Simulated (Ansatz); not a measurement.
# Thermal properties of Pt from its phonons at 0.98 times its equilibrium volume

Computed with DFT PBEsol, scalar-relativistic, plane waves, PAW (Ansatz 0.2.0). Settings: 420 eV plane-wave cutoff, Γ-centred 20×20×20 mesh, Fermi-Dirac smearing of 0.15 eV. No spin polarisation. Phonons by linear response, acoustic sum rule imposed.

The cell, relaxed in shape and atoms at 0.98 times its equilibrium volume:
Space group Fm-3m (No. 225). a = 3.895 Å, b = 3.895 Å, c = 3.895 Å, α = 90.00°, β = 90.00°, γ = 90.00°
```csv
atom,site,symmetry,x,y,z
Pt,4a,m-3m,0.0000,0.0000,0.0000
```

In a metal, frequencies and elastic constants depend on the k mesh and the smearing, soft modes and shear constants most. Spin–orbit coupling is left out, which can shift energies with elements as heavy as these. The q mesh is coarse, so values between its points are rough.

Force constants from linear response on a 2×2×2 q mesh, interpolated to a fine mesh.

(1) How much zero-point energy does an atom carry?

(2) How large are the vibrational entropy and heat capacity at 300 K?

(3) Tabulate them against temperature.

## Answers

(1) 25.2 meV.

(2) S = 4.50 k_B and C_V = 2.89 k_B per atom, 96 % of the Dulong–Petit value.

(3)
```
T (K) F_vib (meV/atom) S (k_B/atom) C_V (k_B/atom)
  100              20.2          1.60            2.19
  200              -1.7          3.35            2.76
  300             -35.8          4.50            2.89
  400             -78.4          5.34            2.94
  500            -127.3          6.00            2.96
  600            -181.4          6.54            2.97
  700            -239.7          7.00            2.98
  800            -301.8          7.39            2.98
  900            -367.0          7.74            2.99
 1000            -435.1          8.06            2.99
```

Cost: 1 run of about 1.2 core-minutes, on Intel Xeon Platinum 8488C (Sapphire Rapids) (shared hosts).